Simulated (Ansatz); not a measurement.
Fe2Ge, 3 atoms in the cell. Symmetry: P6/mmm, No. 191, hexagonal system. Conventional cell: a = 4.164 Å, b = 4.164 Å, c = 2.626 Å, α = 90.00°, β = 90.00°, γ = 120.00°. Around Ge (site symmetry 6/mmm) lie 2 Ge at 2.63 Å and 12 Fe at 2.74 Å. Fe (site symmetry -6m2) has 5 Fe at 2.40 to 2.63 Å and 6 Ge at 2.74 Å as nearest neighbours. The cell comes from a database or a generator and needn't be the stable form of this composition.

- Program: Ansatz 0.2.0
- Task: single point
- Functional: PBEsol
- Potentials or basis: Ansatz PAW
- Cutoff: 420 eV (not typed: the program's choice for these potentials)
- k mesh: 7 × 7 × 10
- Occupations: fermi-dirac, width 0.05 eV
- Spin: collinear spin, ferrimagnetic start
- Starting moments: [0.0, 3.0, -1.5] μB

Potentials or basis: Ansatz PAW.

Launch:

```bash
$ ansatz run input.yaml --threads 2 --pin off --max-ram 5632MiB --backend cpu --events-out ev --progress --plain --runs-dir out
```

Hardware: 2 threads of Intel(R) Xeon(R) Processor @ 2.50GHz (Skylake/Cascade Lake), with other jobs on the host.

Problem. Estimate the wall time of this run.

Solution. Wall time 25 s on 2 threads of Intel(R) Xeon(R) Processor @ 2.50GHz (Skylake/Cascade Lake) (shared host), peak memory 0.48 GiB. Counts: scf iterations 16, plane waves 771, k points 48, bands 31.
